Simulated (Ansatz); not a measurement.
## InSe: energy along a strain

InSe, C2/m, a = 11.750 Å, b = 4.111 Å, c = 4.564 Å, β = 110.6°. This isn't the usual stable structure of the compound. Ansatz: PBEsol, PAW, 420 eV, Γ-centred 8×8×6 mesh on 4 atoms, Gaussian smearing 0.05 eV; no spin polarisation. Cell vectors (Å): 5.875 -2.055 -0.005; 5.875 2.055 -0.005; -1.605 0.000 4.272. The cell is strained by x per cent times the pattern (1 -1 0 0 0 0) in the order xx yy zz yz xz xy (engineering shears), with fractional coordinates held. y is the free energy over the start, V0 = 25.783 Å³/atom.

| x (%) | y (meV/atom) |
| --- | --- |
| -6.00 | 56.56 |
| -4.50 | 31.09 |
| -3.00 | 13.52 |
| 0.00 | 0.00 |
| 1.50 | 3.22 |
| 4.50 | 28.10 |
| 6.00 | ? |

Q: Fit y = c2 x² + c3 x³ to the other rows, get the stiffness along the pattern, and predict the missing energy.

A: Least squares on the rows shown. y = 1.4641 x² − 0.017406 x³. The clamped-ion stiffness p·C·p = 2 × 14.64 eV × 160.2 / 25.783 Å³ = 182 GPa. At x = 6.00 the fit asked for gives 48.95 meV/atom. The run gave 49.35 meV/atom, so the fit is 0.40 meV/atom too low, 0.71 % of the span of the series, against an rms of 0.10 meV/atom on the fitted rows. The row lies outside the fitted range. With a term in x⁴ added, a fit to the same known rows predicts 49.47 meV/atom, so most of the miss is curvature that the known rows already hold.

Cost: 7 runs of about 3.3 core-minutes in all, on Intel Xeon Processor @ 2.70GHz (shared hosts).